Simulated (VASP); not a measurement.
# Sb2Se3: relaxation of cell and atoms with PBE

Crystal: Sb2Se3.

```
CELL_PARAMETERS angstrom
0.00000 5.26199 5.26199
5.26199 0.00000 5.26199
5.26199 5.26199 0.00000
ATOMIC_POSITIONS crystal
Sb 0.62500 0.62500 0.62500
Sb 0.62500 0.62500 0.12500
Sb 0.62500 0.12500 0.62500
Sb 0.12500 0.62500 0.62500
Se 0.12500 0.12500 0.12500
Se 0.12500 0.12500 0.62500
Se 0.12500 0.62500 0.12500
Se 0.62500 0.12500 0.12500
Se 0.50000 0.50000 0.50000
Se 0.75000 0.75000 0.75000
```

The cell was built by a generator and needn't be a form met in nature.

* Program: VASP 6.6.1
* Task: relaxation of cell and atoms
* Functional: PBE
* Potentials or basis: VASP PAW PBE potentials, release 64 (Sb, Se)
* Cutoff: 520 eV
* k mesh: 3 × 3 × 3
* Occupations: gaussian, width 0.15 eV
* Spin: no spin polarisation
* Further INCAR settings: PREC = Normal; LREAL = Auto; ALGO = Fast; EDIFF = 0.0001; IBRION = 2; EDIFFG = -0.08; NSW = 24; ISIF = 3

* Relaxed volume: 40.83 Å³/atom
* Relaxed cell: a = 8.327 Å, b = 8.327 Å, c = 8.327 Å, α = 60.00°, β = 60.00°, γ = 60.00°
* Space group after relaxing (to 0.05 Å): Fd-3m (No. 227)
* Energy gained by relaxing: 478.6 meV/atom
* Ionic steps: 3
* Pressure after relaxing: 0.3 GPa
* Band gap on the k mesh: none (metal or under the smearing width)

The path:
```
step  energy change (eV)  largest force (eV/Å)  pressure (GPa)  volume (Å³)
   1              0.0000                0.0000           17.41       291.39
   2             -4.6228                0.0000           -1.46       446.39
   3             -4.7858                0.0000            0.27       408.26
```

Final structure:
```yaml
crystal:
  lattice:
    - [0.00000, 5.88800, 5.88800]
    - [5.88800, 0.00000, 5.88800]
    - [5.88800, 5.88800, 0.00000]
  atoms:
    - { symbol: Sb, position: [0.62500, 0.62500, 0.62500] }
    - { symbol: Sb, position: [0.62500, 0.62500, 0.12500] }
    - { symbol: Sb, position: [0.62500, 0.12500, 0.62500] }
    - { symbol: Sb, position: [0.12500, 0.62500, 0.62500] }
    - { symbol: Se, position: [0.12500, 0.12500, 0.12500] }
    - { symbol: Se, position: [0.12500, 0.12500, 0.62500] }
    - { symbol: Se, position: [0.12500, 0.62500, 0.12500] }
    - { symbol: Se, position: [0.62500, 0.12500, 0.12500] }
    - { symbol: Se, position: [0.50000, 0.50000, 0.50000] }
    - { symbol: Se, position: [0.75000, 0.75000, 0.75000] }
```

Levels at points of the mesh, in eV from the Fermi level:
| k point | band 23 | band 24 | band 25 | band 26 | band 27 | band 28 | band 29 | band 30 | band 31 | band 32 |
| --- | --- | --- | --- | --- | --- | --- | --- | --- | --- | --- |
| (0.00, 0.00, 0.00) | -0.29 | -0.29 | -0.29 | 0.09 | 0.09 | 0.09 | 0.35 | 0.35 | 0.64 | 0.64 |

It took 98 s on 1 thread of Intel(R) Xeon(R) Platinum 8259CL CPU @ 2.50GHz (Skylake/Cascade Lake) (shared host), peak memory 0.27 GiB.

Caveat: the volume moved by over 15 % at a fixed basis, so the end points are rough. The run has no spin-orbit coupling, so splittings on Sb are missing.
